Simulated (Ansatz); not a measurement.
# TiCo: the cost of one run

Method: DFT PBEsol, scalar-relativistic, plane waves, PAW, in Ansatz 0.2.0.

## 1. Starting point

The structure is cubic, space group Pm-3m (No. 221). The conventional cell has a = 2.986 Å, b = 2.986 Å, c = 2.986 Å, α = 90.00°, β = 90.00°, γ = 90.00°. Around Ti (site symmetry m-3m) lie 8 Co at 2.59 Å. Around Co (site symmetry m-3m) lie 8 Ti at 2.59 Å.

Structure file:

```
CELL_PARAMETERS angstrom
2.98611 0.00000 0.00000
0.00000 2.98611 0.00000
0.00000 0.00000 2.98611
ATOMIC_POSITIONS crystal
Ti 0.00000 0.00000 0.00000
Co 0.50000 0.50000 0.50000
```

It goes back to an entry of the Materials Project, which need not be the stable form.

No relaxation comes first: the listed cell is the starting point.

## 2. The reference cell

Reference values: F = -7567.6937 eV; pressure -7.57 GPa; largest force 0.000 eV/Å; gap on the mesh none (metal). It was computed beforehand with the settings of the runs below.

## 3. Setting up a strain scan

The cell is strained by ε times the Voigt pattern (0, 1, 0, 0, 0, 0) (xx, yy, zz, yz, xz, xy; engineering shear), with fractional coordinates fixed (clamped ions). The stress on the pattern is the sum of the stress components weighted by it, tension positive.

## 4. ε = -0.0600

Input file input.yaml:

```yaml
crystal:
  lattice:
    - [2.98611099, 0.0, 0.0]
    - [0.0, 2.8069443306, 0.0]
    - [0.0, 0.0, 2.98611099]
  atoms:
    - { symbol: Ti, position: [0.0, 0.0, 0.0] }
    - { symbol: Co, position: [0.5, 0.5, 0.5], spin: 0.4 }
basis:
  ecutwfc: 420
kpoints:
  mp_grid: { grid: [16, 16, 16] }
hamiltonian:
  xc: pbesol
scf:
  occupations: { method: gaussian, width: 0.15 }
output:
  forces: true
  stress: true
  eigenvalues: true
  populations: true
magnetization:
  spin_polarized: true
```

Started as:

```
$ ansatz run input.yaml --threads 1 --pin off --max-ram 2560MiB --backend cpu --events-out ev --progress --plain --runs-dir out
```

What time and memory should one allow on 1 thread of AMD EPYC 7R43 (Zen 3), shared host?

About 1.9 min, with a peak of 0.65 GiB.
